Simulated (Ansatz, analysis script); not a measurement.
# Stoner picture of a free-standing square Nb monolayer, spacing 3.288 Å

Is a free-standing square Nb monolayer, spacing 3.288 Å magnetic, nearly magnetic or plainly paramagnetic? E(M) and M(B) tell.

Program: Ansatz 0.2.0. Level of theory: PBE, PAW set soft_2. Results are calculated unless marked as measured.

### 1. Starting point

The cell holds 1 atom: 1 Nb. Cell: a = 3.288 Å, b = 3.288 Å, c = 14.000 Å, α = 90.0°, β = 90.0°, γ = 90.0°. An idealised lattice of chosen spacing, in vacuum. Vacuum lies along c.

### 2. Two spin channels first

First a free collinear run, to see which state the typed moments lead to.

input.yaml reads:

```yaml
crystal:
  lattice:
    - [3.288, 0.0, 0.0]
    - [0.0, 3.288, 0.0]
    - [0.0, 0.0, 14.0]
  atoms:
    - { symbol: Nb, position: [0.0, 0.0, 0.5], spin: 1.0 }
magnetization:
  spin_polarized: true
kpoints:
  mp_grid: { grid: [7, 7, 1] }
hamiltonian:
  xc: pbe
scf:
  occupations: { method: fermi_dirac, width: 0.05 }
  max_iter: 120
  convergence: { dr2_threshold: 1.0e-08 }
output:
  write_density: true
  write_potential: true
  elf: true
  volumetric_format: npy
```

The run is started by

```sh
ansatz run input.yaml --threads 1 --pin off --max-ram 3072MiB --backend cpu --events-out ev --progress --plain --runs-dir out
```

Numbers of over 12 decimals in the logs are rounded to 6 here.

The program printed:

```text
Engine: ansatz 0.2.0, aarch64-unknown-linux-gnu
Pseudopotentials: kind: paw
Pseudopotential: Nb, paw, valence charge 13, recommended cutoff 420 eV (normal), Nb.paw.azcp
Functional definition: PBE
  parameter kappa = 0.804
  parameter beta = 0.066725
  exchange = pbe_x(kappa = kappa, mu = beta*pi^2/3)
  correlation = pbe_c(beta = beta)
Crystal: 1 atoms, lattice volume = 151.353 Å³
Basis set: ecut = 420 eV, 2991 PW (Γ)
Bands: 11, of which v1, the nominal top of the filled ones, is band 7 counted from 1 (6 counted from 0)
Symmetry: 16 space group operations
Space group: P4/mmm (ITA 123), of the structure as read, at distance tolerance 5.3e-5 Å
Magnetic group: BNS 123.339 (UNI 999), of the structure as read, at distance tolerance 5.3e-5 Å
k-points: 10 of 49
Non-local potential: Nb, projectors of the file, l = 0: 3, l = 1: 2, l = 2: 2, l = 3: 1
PAW form: soft (Blöchl's): semilocal exchange-correlation on the pseudo side does not see the compensation charge
PAW one-centre angular grid: Nb, 590 points (default); XC on 64 Gauss nodes
Initial density: superposition of atomic densities (neutral atoms: chi_scale 0, normalization atom)
Starting moments: Σ|m| = 1 μB on 1 of 1 site
Initial wavefunctions: pseudopotential atomic-orbital guess
Functional: x = pbe(κ = 0.804, μ = 0.219515), c = pbe(β = 0.066725)
SCF iter   1: F=—  HF=-4547.765815 eV  |F-HF|=—  |Δ(HF+E_count)|=         —  Δρ=1.72e-2 (↑1.72e-2 ↓1.11e-2)  dr2=1.62e0  dr2_m=6.87e-2  M=0.424 μB ∫|m|=0.424 μB  β_m=0.30  ethr=3.10e-3  ⟨swp⟩=5.2  Hψ=1292  notcnv=0
Mixer restart at iter 1: flushing history
preconditioner: auto → LDOS  [metal: Δε(μ)=0.044 eV  Ē_g=2.691 eV  σ=0.050 eV  W_gap=0.21  n_scr=8 (ndim 8)  ℏωp=6.7 eV  f_vac=0.626  D(μ)=3.85/eV (n_scr^D=28)]
spin=Collinear: LDOS preconditioning applied to the charge; magnetization (m = ρ↑ − ρ↓) channel mixes plain (no charge-response kernel on spin).
SCF iter   2: F=—  HF=-4547.671582 eV  |F-HF|=—  |Δ(HF+E_count)|=   9.42e-2  Δρ=1.13e-2 (↑1.13e-2 ↓7.87e-3)  dr2=7.70e-1  dr2_m=2.76e-2  M=0.468 μB ∫|m|=0.468 μB  β_m=0.60  ethr=3.10e-3  ⟨swp⟩=3.0  Hψ=510  notcnv=0
SCF iter   3: F=—  HF=-4547.693904 eV  |F-HF|=—  |Δ(HF+E_count)|=   2.23e-2  Δρ=2.44e-3 (↑2.44e-3 ↓2.41e-3)  dr2=3.26e-2  dr2_m=1.53e-3  M=0.500 μB ∫|m|=0.500 μB  β_m=0.80  ethr=3.10e-3  ⟨swp⟩=3.0  Hψ=431  notcnv=0
SCF iter   4: F=—  HF=-4547.728828 eV  |F-HF|=—  |Δ(HF+E_count)|=   3.49e-2  Δρ=1.70e-3 (↑1.70e-3 ↓1.04e-3)  dr2=2.36e-3  dr2_m=2.19e-3  M=0.568 μB ∫|m|=0.568 μB  β_m=0.90  ethr=2.51e-4  ⟨swp⟩=2.0  Hψ=520  notcnv=0
SCF iter   5: F=—  HF=-4547.742653 eV  |F-HF|=—  |Δ(HF+E_count)|=   1.38e-2  Δρ=3.89e-3 (↑3.89e-3 ↓3.08e-3)  dr2=6.04e-3  dr2_m=1.44e-2  M=0.879 μB ∫|m|=0.879 μB  β_m=0.90  ethr=1.81e-5  ⟨swp⟩=2.0  Hψ=415  notcnv=0
SCF iter   6: F=—  HF=-4547.767834 eV  |F-HF|=—  |Δ(HF+E_count)|=   2.52e-2  Δρ=6.54e-3 (↑6.54e-3 ↓5.61e-3)  dr2=1.58e-2  dr2_m=4.48e-2  M=1.265 μB ∫|m|=1.265 μB  β_m=0.79  ethr=1.81e-5  ⟨swp⟩=2.3  Hψ=353  notcnv=0  recentre
SCF iter   7: F=-4547.791739 eV  HF=-4547.791591 eV  |F-HF|=1.48e-4  |Δ(HF+E_count)|=         —  Δρ=8.21e-3 (↑8.21e-3 ↓7.74e-3)  dr2=2.34e-2  dr2_m=7.73e-2  M=1.509 μB ∫|m|=1.509 μB  β_m=0.79  ethr=1.81e-5  ⟨swp⟩=2.5  Hψ=404  notcnv=0
Mixer restart at iter 7: flushing history
SCF iter   8: F=—  HF=-4547.884904 eV  |F-HF|=—  |Δ(HF+E_count)|=   9.33e-2  Δρ=9.63e-3 (↑9.63e-3 ↓8.76e-3)  dr2=3.00e-2  dr2_m=1.10e-1  M=2.198 μB ∫|m|=2.198 μB  β_m=0.89  ethr=1.81e-5  ⟨swp⟩=2.0  Hψ=438  notcnv=0
SCF iter   9: F=-4547.943300 eV  HF=-4547.932247 eV  |F-HF|=1.11e-2  |Δ(HF+E_count)|=   4.73e-2  Δρ=5.92e-3 (↑5.60e-3 ↓5.92e-3)  dr2=1.45e-2  dr2_m=3.64e-2  M=2.576 μB ∫|m|=2.576 μB  β_m=0.07  ethr=1.81e-5  ⟨swp⟩=3.0  Hψ=547  notcnv=0
SCF iter  10: F=-4547.947817 eV  HF=-4547.943885 eV  |F-HF|=3.93e-3  |Δ(HF+E_count)|=   1.16e-2  Δρ=3.77e-3 (↑3.77e-3 ↓2.25e-3)  dr2=1.94e-2  dr2_m=3.16e-3  M=2.624 μB ∫|m|=2.624 μB  β_m=0.49  ethr=1.81e-5  ⟨swp⟩=2.3  Hψ=494  notcnv=0
SCF iter  11: F=-4547.950639 eV  HF=-4547.954186 eV  |F-HF|=3.55e-3  |Δ(HF+E_count)|=   1.03e-2  Δρ=3.02e-3 (↑3.02e-3 ↓1.97e-3)  dr2=5.62e-3  dr2_m=7.34e-3  M=2.635 μB ∫|m|=2.635 μB  β_m=0.75  ethr=1.81e-5  ⟨swp⟩=2.0  Hψ=420  notcnv=0
SCF iter  12: F=-4547.950486 eV  HF=-4547.950581 eV  |F-HF|=9.52e-5  |Δ(HF+E_count)|=   3.60e-3  Δρ=3.35e-3 (↑3.35e-3 ↓3.18e-3)  dr2=3.81e-3  dr2_m=1.34e-2  M=2.627 μB ∫|m|=2.627 μB  β_m=0.76  ethr=1.81e-5  ⟨swp⟩=2.2  Hψ=460  notcnv=0
SCF iter  13: F=-4547.952344 eV  HF=-4547.952324 eV  |F-HF|=1.97e-5  |Δ(HF+E_count)|=   1.74e-3  Δρ=1.44e-4 (↑1.33e-4 ↓1.44e-4)  dr2=6.29e-5  dr2_m=3.19e-6  M=2.634 μB ∫|m|=2.634 μB  β_m=0.72  ethr=1.81e-5  ⟨swp⟩=2.0  Hψ=397  notcnv=0
SCF iter  14: F=-4547.952358 eV  HF=-4547.952368 eV  |F-HF|=1.05e-5  |Δ(HF+E_count)|=   4.40e-5  Δρ=1.38e-4 (↑1.38e-4 ↓1.05e-4)  dr2=1.35e-5  dr2_m=1.74e-5  M=2.634 μB ∫|m|=2.634 μB  β_m=0.86  ethr=4.84e-7  ⟨swp⟩=2.3  Hψ=310  notcnv=0
SCF iter  15: F=-4547.952361 eV  HF=-4547.952359 eV  |F-HF|=1.76e-6  |Δ(HF+E_count)|=   8.86e-6  Δρ=5.07e-5 (↑4.86e-5 ↓5.07e-5)  dr2=1.25e-6  dr2_m=3.00e-6  M=2.634 μB ∫|m|=2.634 μB  β_m=0.88  ethr=1.04e-7  ⟨swp⟩=2.0  Hψ=332  notcnv=0
SCF iter  16: F=-4547.952362 eV  HF=-4547.952362 eV  |F-HF|=2.18e-7  |Δ(HF+E_count)|=   2.21e-6  Δρ=1.01e-5 (↑9.43e-6 ↓1.01e-5)  dr2=1.04e-7  dr2_m=9.43e-8  M=2.634 μB ∫|m|=2.634 μB  β_m=0.90  ethr=9.61e-9  ⟨swp⟩=2.5  Hψ=348  notcnv=0
SCF iter  17: F=-4547.952362 eV  HF=-4547.952362 eV  |F-HF|=1.96e-8  |Δ(HF+E_count)|=   2.48e-7  Δρ=2.75e-6 (↑2.75e-6 ↓2.55e-6)  dr2=9.76e-9  dr2_m=6.15e-9  M=2.634 μB ∫|m|=2.634 μB  β_m=0.95  ethr=8.02e-10  ⟨swp⟩=2.9  Hψ=362  notcnv=0
SCF iter  18: F=-4547.952362 eV  HF=-4547.952362 eV  |F-HF|=7.29e-10  |Δ(HF+E_count)|=   2.34e-8  Δρ=4.89e-7 (↑4.89e-7 ↓4.36e-7)  dr2=3.50e-10  dr2_m=1.74e-10  M=2.634 μB ∫|m|=2.634 μB  ethr=7.51e-11  ⟨swp⟩=1.1  Hψ=678  notcnv=0
SCF 1 converged in 18 iterations: F = -4547.952362 eV  dr2 = 3.50e-10
  greatest PAW one-centre occupation: 0.998 electrons in one spin orbital (limit 2), on the Nb atom at site 0 (counted from 0), in its partial waves of l = 0
at 2 of the mixer's solves, the last at iteration 8, it left a direction of its history that read negative out of its fit and stepped the other way along it
WARN: The output density's exchange-correlation potential varies sharply where the density is thin. Do not read a vacuum level from v_tot or v_xc, or from such a field of the output density. On a cell that repeats whose density bears no net charge and no dipole along the vacuum's axis use v_es (v_loc + v_h of the components); under efield.dipole_correction with no amplitude use v_es + v_field, which holds any externa [...]
SCF converged after 18 iterations
Magnetization: 2.6342 μB (7.8171 up, 5.1829 down)
Absolute magnetization: 2.6343 μB (∫|ρ↑−ρ↓|, with the PAW one-centre terms)
Spin contamination: 0.0019 ħ² per cell (⟨S²⟩ above its minimum at these occupations)
Per-site moments (μB) at R_I (Å): [(1.903424, 1.3563)]
Free energy (F): -4547.952362 eV
Harris-Foulkes:  -4547.952362 eV  (|F-HF|=7.29e-10)
Internal energy: -4547.941063 eV  (E = F + TS)
E sigma→0 (E₀):  -4547.946712 eV
Entropy (-TS):   -0.011299 eV (-11.299 meV/atom)
Fermi energy:    -1.403783 eV
--- Per-component energies (eV) ---
  E_band       = -320.767086
  E_kinetic    = 385.346712
  E_local      = -3523.038843  (includes V_loc(G=0)·N_el)
  E_nonlocal   = 123.368013
  E_hartree    = 1503.397194
  E_xc         = -169.608740
  E_vxc        = -204.940639  (∫ρ·V_xc dr)
  E_paw        = -3074.125099  (= ΣΔE_a)
  E_vpaw       = -108.296257  (= ΣTr[D̂ρ^β])
  E_aug_tail   = 0.000007  (compensation charges beyond the density's cutoff)
  E_ewald      = 206.719694
  E_smearing   = -0.011299  (= −TS)
  E_closure    = 0.000000  (closes the sum)
  Σ components = -4547.952362   (vs F -4547.952362, Δ=0.00e0)
--- Band table (eV; the first three rows and the last of 20) ---
  k-point 0 ↑: bands = [... 3 lower, -33.0491, -4.9771, -3.1457, -2.3806, -0.7847, -0.6289, -0.6289, 0.4955]
  k-point 1 ↑: bands = [... 3 lower, -33.0456, -4.6172, -2.9180, -2.2576, -1.5528, -0.5931, 0.1489, 0.2156]
  k-point 2 ↑: bands = [... 3 lower, -33.0375, -3.8218, -2.2896, -2.2691, -1.8438, -0.5111, -0.3320, 1.1189]
  k-point 9 ↓: bands = [... 3 lower, -31.7557, -2.3661, -0.5008, -0.4135, 0.9142, 1.7087, 2.6349, 4.4564]
```

It took 4 s on 1 thread of Arm Neoverse V2, shared host; peak memory 0.34 GiB.

Spin moment in the atom's sphere by atom:

| atom | spin moment in the atom's sphere (μB) |
| --- | --- |
| Nb1 | 1.90 |

The run ends ferromagnetic, with a net moment of 2.63 μB a cell. With one Nb atom carrying the moment, parallel order of its images is forced by the cell, not found.

Spin density in the ca plane at fractional y = 0.000, with atoms of Nb within 0.2 Å of it.

Ten even steps from '0' (0.00 e/Å³) to '9' (0.49 e/Å³), each cell a mean:
```
0000000000000000269778841000000000000000
0000000000000000135555421000000000000000
0000000000000000012222110000000000000000
0000000000000000000000000000000000000000
0000000000000000000000000000000000000000
0000000000000000011111100000000000000000
0000000000000000123343210000000000000000
0000000000000000247767631000000000000000
0000000000000001279678941000000000000000
```
Columns run along c (14.0 Å), rows up along a (3.3 Å). Atoms in or near the plane, at fractional coordinates: Nb at (0.50, 0.00).

Valence density in the ca plane at fractional y = 0.000, with atoms of Nb within 0.2 Å of it. It is the smooth field of the valence electrons, not physical close to the nuclei.

Ten steps, logarithmic in the rise over the least value, from '0' (0.0 e/Å³) to '9' (5.0 e/Å³), each cell a mean:
```
0000000000000001358999742100000000000000
0000000000000001246887531100000000000000
0000000000000001124555321000000000000000
0000000000000000122333211000000000000000
0000000000000000122333211000000000000000
0000000000000000123444321000000000000000
0000000000000001235776421000000000000000
0000000000000001257998632100000000000000
0000000000000001368999842100000000000000
```
Columns run along c (14.0 Å), rows up along a (3.3 Å). Atoms in or near the plane, at fractional coordinates: Nb at (0.50, 0.00).

ELF in the ca plane at fractional y = 0.000, with atoms of Nb within 0.2 Å of it. It is the smooth field of the valence electrons, not physical close to the nuclei.

Ten even steps from '0' (0.00) to '9' (0.77), each cell a mean:
```
0000000000001345579869865542100000000000
0000000000001234346998534432000000000000
0000000000001133323554333321000000000000
0000000000000123444444444321000000000000
0000000000000123455555554321000000000000
0000000000000123333443334321000000000000
0000000000001234334786333321000000000000
0000000000001344458999754432100000000000
0000000000001345689638975542100000000000
```
Columns run along c (14.0 Å), rows up along a (3.3 Å). Atoms in or near the plane, at fractional coordinates: Nb at (0.50, 0.00).

### 3. Mesh refined

Levels at the Fermi energy are partly filled, so moments and energy differences can hang on the k-mesh, and the state is solved again on a denser one.

input.yaml, the sections that differ from step 2:

```yaml
crystal:
  lattice:
    - [3.288, 0.0, 0.0]
    - [0.0, 3.288, 0.0]
    - [0.0, 0.0, 14.0]
  atoms:
    - { symbol: Nb, position: [0.0, 0.0, 0.5], spin: 1.9 }
kpoints:
  mp_grid: { grid: [16, 16, 1] }
basis:
  ecutwfc: 420.0
checkpoint:
  read: start
  write: ck
  compress: false
  write_wavefunctions: false
  write_every: 100000
# magnetization, hamiltonian, scf: as in step 2
# output: removed
```

The program printed:

```text
[...]
SCF converged after 7 iterations
Magnetization: 2.7343 μB (7.8671 up, 5.1329 down)
Absolute magnetization: 2.7344 μB (∫|ρ↑−ρ↓|, with the PAW one-centre terms)
[...]
Per-site moments (μB) at R_I (Å): [(1.989327, 1.3563)]
Free energy (F): -4547.949986 eV
[...]
Internal energy: -4547.934556 eV  (E = F + TS)
E sigma→0 (E₀):  -4547.942271 eV
Entropy (-TS):   -0.015430 eV (-15.430 meV/atom)
Fermi energy:    -1.396962 eV
[...]
```

Run time: 5.3 s. Hardware: 1 thread; peak memory 0.42 GiB.

Spin moment in the atom's sphere by atom:

| atom | spin moment in the atom's sphere (μB) |
| --- | --- |
| Nb1 | 1.99 |

The run ends ferromagnetic, with a net moment of 2.73 μB a cell, against 2.63 μB on the first mesh.

### 4. Without spin

The state without spin is the zero of E(M).

input.yaml, the sections that differ from step 3:

```yaml
crystal:
  lattice:
    - [3.288, 0.0, 0.0]
    - [0.0, 3.288, 0.0]
    - [0.0, 0.0, 14.0]
  atoms:
    - { symbol: Nb, position: [0.0, 0.0, 0.5] }
# kpoints, hamiltonian, scf, basis: as in step 3
# magnetization: removed
# checkpoint: removed
```

The program printed:

```text
[...]
Crystal: 1 atoms, lattice volume = 151.353 Å³
Basis set: ecut = 420 eV, 2991 PW (Γ)
Bands: 11, of which v1, the nominal top of the filled ones, is band 7 counted from 1 (6 counted from 0)
Symmetry: 16 space group operations
[...]
k-points: 45 of 256
[...]
SCF iter   1: F=—  HF=-4547.704667 eV  |F-HF|=—  |Δ(HF+E_count)|=         —  Δρ=2.15e-3  dr2=6.70e-3  ethr=1.77e-3  ⟨swp⟩=5.5  Hψ=2924  notcnv=0
[...]
SCF iter   7: F=-4547.704646 eV  HF=-4547.704646 eV  |F-HF|=7.83e-10  |Δ(HF+E_count)|=   5.33e-8  Δρ=2.27e-6  dr2=9.44e-9  ethr=7.69e-11  ⟨swp⟩=1.1  Hψ=1300  notcnv=0
SCF 1 converged in 7 iterations: F = -4547.704646 eV  dr2 = 9.44e-9
[...]
SCF converged after 7 iterations
Free energy (F): -4547.704646 eV
[...]
Internal energy: -4547.673175 eV  (E = F + TS)
E sigma→0 (E₀):  -4547.688910 eV
Entropy (-TS):   -0.031472 eV (-31.472 meV/atom)
Fermi energy:    -1.343721 eV
[...]
```

The job ended after 2.5 s (1 thread; peak memory 0.35 GiB).

The free collinear run lies 245 meV below it.

### 5. Without spin, levels printed

input.yaml: that of step 4 with these lines changed.

```diff
@@ -17 +17,3 @@
   ecutwfc: 420.0
+output:
+  eigenvalues: true
```

The program printed:

```text
[...]
Crystal: 1 atoms, lattice volume = 151.353 Å³
Basis set: ecut = 420 eV, 2991 PW (Γ)
Bands: 11, of which v1, the nominal top of the filled ones, is band 7 counted from 1 (6 counted from 0)
Symmetry: 16 space group operations
[...]
k-points: 45 of 256
[...]
Fermi energy:    -1.343721 eV
[...]
--- Band table (eV; the first three rows and the last of 45) ---
  k-point 0: bands = [... 3 lower, -32.6241, -4.4968, -2.5631, -1.6593, -0.3532, 0.0040, 0.0040, 0.9983]
  k-point 1: bands = [... 3 lower, -32.6234, -4.4244, -2.5201, -1.6341, -0.5624, 0.0112, 0.2089, 0.9393]
  k-point 2: bands = [... 3 lower, -32.6213, -4.2162, -2.3908, -1.5592, -0.8898, 0.0319, 0.5361, 0.7778]
  k-point 44: bands = [... 3 lower, -32.8288, -2.7777, -1.5755, -1.5755, -0.4132, 1.8952, 3.0611, 3.0611]
[key lines of the parts left out:]
SCF converged after 7 iterations
Free energy (F): -4547.704646 eV
```

Elapsed: 2.5 s, on 1 thread; peak memory 0.35 GiB.

### 6. Total moment fixed at 0.227 μB

Two Fermi levels, one a spin, hold the total moment exactly, which reaches states that a free run would leave.

input.yaml, the sections that differ from step 5:

```yaml
crystal:
  lattice:
    - [3.288, 0.0, 0.0]
    - [0.0, 3.288, 0.0]
    - [0.0, 0.0, 14.0]
  atoms:
    - { symbol: Nb, position: [0.0, 0.0, 0.5], spin: 0.227 }
magnetization:
  spin_polarized: true
  initial_magnetization: 0.227
  spin_locking: { lock_magnetization: hard }
# kpoints, hamiltonian, scf, basis: as in step 5
# output: removed
```

The program printed:

```text
[...]
Crystal: 1 atoms, lattice volume = 151.353 Å³
Basis set: ecut = 420 eV, 2991 PW (Γ)
Bands: 11, of which v1, the nominal top of the filled ones, is band 7 counted from 1 (6 counted from 0)
Symmetry: 16 space group operations
[...]
k-points: 45 of 256
[...]
Starting moments: Σ|m| = 0.227 μB on 1 of 1 site
[...]
SCF iter   1: F=—  HF=-4547.736398 eV  |F-HF|=—  |Δ(HF+E_count)|=         —  Δρ=1.28e-2 (↑1.28e-2 ↓1.26e-2)  dr2=1.61e0  dr2_m=4.00e-4  M=0.227 μB ∫|m|=0.227 μB  β_m=0.30  ethr=3.10e-3  ⟨swp⟩=5.2  Hψ=5759  notcnv=0
[...]
SCF iter  12: F=-4547.709943 eV  HF=-4547.709943 eV  |F-HF|=2.67e-10  |Δ(HF+E_count)|=   1.01e-9  Δρ=8.28e-8 (↑8.28e-8 ↓7.17e-8)  dr2=2.41e-11  dr2_m=1.55e-13  M=0.227 μB ∫|m|=0.275 μB  ethr=6.15e-12  ⟨swp⟩=1.0  Hψ=2875  notcnv=0
SCF 1 converged in 12 iterations: F = -4547.709943 eV  dr2 = 2.41e-11
[...]
SCF converged after 12 iterations
Stability checked in part: among states of this total moment the steps that led to this state did not find it unstable. No probe was made; neither looks for a lower state of another moment (fixed_total_moment; see scf.lower_state_search)
Magnetization: 0.2270 μB (6.6135 up, 6.3865 down)
Absolute magnetization: 0.2793 μB (∫|ρ↑−ρ↓|, with the PAW one-centre terms)
[...]
Per-site moments (μB) at R_I (Å): [(0.165616, 1.3563)]
Free energy (F): -4547.709943 eV
[...]
Internal energy: -4547.677352 eV  (E = F + TS)
E sigma→0 (E₀):  -4547.693648 eV
Entropy (-TS):   -0.032591 eV (-32.591 meV/atom)
Fermi energy:    -1.337879 (↑ -1.383477, ↓ -1.292281) eV
[...]
```

It took 8.3 s on 1 thread; peak memory 0.42 GiB.

The energy is -5.30 meV from the state without spin, and the largest site carries 0.166 μB.

### 7. Total moment fixed at 0.455 μB

input.yaml, the sections that differ from step 6:

```yaml
crystal:
  lattice:
    - [3.288, 0.0, 0.0]
    - [0.0, 3.288, 0.0]
    - [0.0, 0.0, 14.0]
  atoms:
    - { symbol: Nb, position: [0.0, 0.0, 0.5], spin: 0.455 }
magnetization:
  spin_polarized: true
  initial_magnetization: 0.455
  spin_locking: { lock_magnetization: hard }
# kpoints, hamiltonian, scf, basis: as in step 6
```

The program printed:

```text
[...]
Crystal: 1 atoms, lattice volume = 151.353 Å³
Basis set: ecut = 420 eV, 2991 PW (Γ)
Bands: 11, of which v1, the nominal top of the filled ones, is band 7 counted from 1 (6 counted from 0)
Symmetry: 16 space group operations
[...]
k-points: 45 of 256
[...]
Starting moments: Σ|m| = 0.455 μB on 1 of 1 site
[...]
Magnetization: 0.4550 μB (6.7275 up, 6.2725 down)
Absolute magnetization: 0.4695 μB (∫|ρ↑−ρ↓|, with the PAW one-centre terms)
[...]
Per-site moments (μB) at R_I (Å): [(0.332039, 1.3563)]
Free energy (F): -4547.722485 eV
[...]
Internal energy: -4547.690195 eV  (E = F + TS)
E sigma→0 (E₀):  -4547.706340 eV
Entropy (-TS):   -0.032290 eV (-32.290 meV/atom)
Fermi energy:    -1.350813 (↑ -1.410131, ↓ -1.291495) eV
[...]
[key lines of the parts left out:]
SCF converged after 12 iterations
```

Elapsed: 8.1 s, on 1 thread; peak memory 0.42 GiB.

The energy is -17.8 meV from the state without spin, and the largest site carries 0.332 μB.

### 8. Total moment fixed at 1.591 μB

input.yaml, the sections that differ from step 7:

```yaml
crystal:
  lattice:
    - [3.288, 0.0, 0.0]
    - [0.0, 3.288, 0.0]
    - [0.0, 0.0, 14.0]
  atoms:
    - { symbol: Nb, position: [0.0, 0.0, 0.5], spin: 1.591 }
magnetization:
  spin_polarized: true
  initial_magnetization: 1.591
  spin_locking: { lock_magnetization: hard }
# kpoints, hamiltonian, scf, basis: as in step 7
```

The program printed:

```text
[...]
Crystal: 1 atoms, lattice volume = 151.353 Å³
Basis set: ecut = 420 eV, 2991 PW (Γ)
Bands: 12, of which v1, the nominal top of the filled ones, is band 7 counted from 1 (6 counted from 0)
Symmetry: 16 space group operations
[...]
k-points: 45 of 256
[...]
Starting moments: Σ|m| = 1.591 μB on 1 of 1 site
[...]
Magnetization: 1.5910 μB (7.2955 up, 5.7045 down)
Absolute magnetization: 1.5925 μB (∫|ρ↑−ρ↓|, with the PAW one-centre terms)
[...]
Per-site moments (μB) at R_I (Å): [(1.157688, 1.3563)]
Free energy (F): -4547.824651 eV
[...]
Internal energy: -4547.790506 eV  (E = F + TS)
E sigma→0 (E₀):  -4547.807578 eV
Entropy (-TS):   -0.034145 eV (-34.145 meV/atom)
Fermi energy:    -1.345228 (↑ -1.468322, ↓ -1.222134) eV
[...]
[key lines of the parts left out:]
SCF converged after 10 iterations
```

Elapsed: 7 s, on 1 thread; peak memory 0.43 GiB.

The energy is -120 meV from the state without spin, and the largest site carries 1.16 μB.

(Continued in part 2 of 2.)

[Logs and program files are shortened in this print: banners, set-up blocks, solver, clock and traceback lines can be left out without a mark of their own.]

[Logs are printed without paths, hosts, clocks, repeated set-up lines and the standing remarks that a program may print on its own settings, such as how far it seeks lower states.]

[Hosts, paths, dates, database ids (printed as entryN), source tags and the programs' standing remarks are cut or masked in the printed files.]
